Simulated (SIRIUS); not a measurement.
# BaTe in SIRIUS: convergence with density cutoff

BaTe:

```
Ba Te
1.0
     0.00000    3.41000    3.41000
     3.41000    0.00000    3.41000
     3.41000    3.41000    0.00000
Ba Te
1 1
Cartesian
  -0.0655 -0.0046 0.0393
  3.4780 3.3047 3.5395
```

The cell isn't the ideal one: atoms moved at random, drawn with an rms of 0.15 Å.

* Program: SIRIUS 7.10.0
* Task: single point
* Functional: PBE
* Potentials or basis: JTH 2.0 PBE (PAW)
* Cutoff: 557 eV
* Density cutoff: 2667 eV
* k mesh: 4 × 4 × 4
* Occupations: cold, width 0.05 eV
* Spin: no spin polarisation

These are the settings of the first run; the series varies density cutoff, with any setting tied to it.

Hardware: 1 thread of Arm Neoverse V1, on a shared host.

```tsv
density cutoff	energy less the tightest run (meV/atom)	pressure (GPa)	SCF cycles	CPU time (s)	peak memory (GiB)
2666.7 eV	-0.60	4.55	25	60	0.4
3483.1 eV	-0.17	4.52	25	62	0.45
4408.2 eV	-0.03	4.52	25	63	0.49
5442.3 eV	0.00	4.51	25	64	0.58
7197.4 eV	0.00	4.51	25	67	0.74
9197.4 eV	-0.03	4.51	25	71	0.93
12245.1 eV	0.00	4.51	25	77	1.2
```

Against the tightest run, the energy stays within 1 meV/atom from 2666.7 eV on; the pressure stays within 0.1 GPa from 2666.7 eV on. The tightest run that finished is the yardstick and may itself not be fully converged.
